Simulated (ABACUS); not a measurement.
Runs of ABACUS 3.10.1 on BN. It takes space group F-43m (No. 216, cubic). Conventional cell: a = 3.626 Å, b = 3.626 Å, c = 3.626 Å, α = 90.00°, β = 90.00°, γ = 90.00°. N (site symmetry -43m) has 4 B at 1.57 Å as nearest neighbours. Around B (site symmetry -43m) lie 4 N at 1.57 Å. The cell is a database's computed one.

```csv
task,level,potentials or basis,cell,k mesh,cutoff (eV),radial cutoff of the potentials (pseudo_rcut),SCF threshold on the density,eigensolver,optimiser,force threshold,gap on the mesh (eV),pressure (GPa),V0 of scaled cells (Å³/atom),relaxed volume (Å³/atom),B0 (GPa)
equation of state,RPBE,"Ansatz NC PBE, plane waves",as given,10 × 10 × 10,1252,10 bohr,1e-08,dav,-,-,-,-,5.99,-,365
equation of state,revPBE,"SSSP 1.3 efficiency PBE, plane waves",as given,10 × 10 × 10,748,10 bohr,1e-08,dav,-,-,-,-,5.97,-,365
single point,PBE,"PseudoDojo NC SR 0.4.1 PBE standard, TZDP LCAO (the cutoffs set its grid)",as given,13 × 13 × 13,1361,10 bohr,1e-07,genelpa,-,-,4.61,0.1,-,-,-
single point,rSCAN,"SG15 ONCV 1.2 PBE, plane waves",as given,8 × 8 × 8,1320,7 bohr,1e-08,dav,-,-,4.99,(d),-,-,-
equation of state,PBEsol,"PseudoDojo NC SR 0.4.1 PBEsol standard, plane waves",as given,13 × 13 × 13,1143,7 bohr,1e-08,dav,-,-,-,-,5.87,-,385
single point,HCTH407,"SSSP 1.3 efficiency PBE, plane waves",as given,10 × 10 × 10,748,10 bohr,1e-08,dav,-,-,4.88,-11.2,-,-,-
single point,r2SCAN,"SG15 ONCV 1.2 PBE, DZP LCAO (the cutoffs set its grid)",as given,10 × 10 × 10,1361,10 bohr,1e-07,genelpa,-,-,4.97,(a),-,-,-
equation of state,PBE,"PseudoDojo NC SR 0.4.1 PBE standard, TZDP LCAO (the cutoffs set its grid)",as given,13 × 13 × 13,1361,10 bohr,1e-07,genelpa,-,-,-,-,5.96,-,370
relaxation of cell and atoms,OLYP,"PseudoDojo NC SR 0.5 PBE stringent, plane waves",relaxed,10 × 10 × 10,1143,10 bohr,1e-08,dav,ASE BFGS,0.02 eV/Å,(b),0.2,-,5.79,-
single point,PW91,"GBRV ultrasoft 1.5 PBE, plane waves",as given,10 × 10 × 10,544,10 bohr,1e-08,dav,-,-,4.51,-0.6,-,-,-
relaxation of cell and atoms,SCAN,"SG15 ONCV 1.2 PBE, plane waves",relaxed,8 × 8 × 8,1320,10 bohr,1e-08,dav,ASE FIRE,0.02 eV/Å,4.97,0.2,-,5.87,-
single point,M06-L,"SG15 ONCV 1.2 PBE, plane waves",as given,8 × 8 × 8,1320,10 bohr,1e-08,dav,-,-,4.82,(c),-,-,-
```

Alike in all rows: no spin polarisation; smearing fermi-dirac 0.05 eV.

Estimate the missing entries.

(a) -4.3; (b) 4.76; (c) -5.3; (d) -6.5.

Caveats: the potentials were made for another functional, which shifts forces and pressure (some runs); the atomic orbitals were generated for these runs and aren't a published set (some runs); the basis of atomic orbitals isn't converged, which shifts pressures, moduli and gaps (some runs); an odd mesh through Γ misses points on the zone boundary, where band edges often lie (some runs).

Not every run made on this cell is shown here.
